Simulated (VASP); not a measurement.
Si, 1 atom in the cell. It takes space group I4/mmm (No. 139, tetragonal). The conventional cell has a = 3.254 Å, b = 3.254 Å, c = 2.641 Å, α = 90.00°, β = 90.00°, γ = 90.00°. Around Si (site symmetry 4/mmm) lie 10 Si at 2.64 to 2.65 Å. This isn't the form of Si at room conditions, which is diamond.

| Item | Value |
| --- | --- |
| Program | VASP 6.6.1 |
| Task | single point |
| Functional | PBE |
| Potentials or basis | VASP PAW PBE potentials, release 64 (Si_GW) |
| Cutoff | 500 eV |
| k mesh | 8 × 8 × 8 |
| Occupations | gaussian, width 0.02 eV |
| Spin | no spin polarisation |
| Further INCAR settings | ALGO = Fast; EDIFF = 1e-07; NBANDS = 8 |

Potentials or basis: VASP PAW PBE potentials, release 64 (Si_GW).

The run is started by

```console
$ cat potpaw_PBE.64/Si_GW/POTCAR > POTCAR
$ mpirun -np 1 vasp_std > vasp.out
```

Hardware: 1 thread of Intel(R) Xeon(R) Platinum 8488C (Sapphire Rapids), on a shared host.

Task: Estimate the wall time of this run.

Result: Wall time 6.6 s on 1 thread of Intel(R) Xeon(R) Platinum 8488C (Sapphire Rapids), on a shared host, peak memory 0.12 GiB. Counts: scf iterations 16, k points 59.
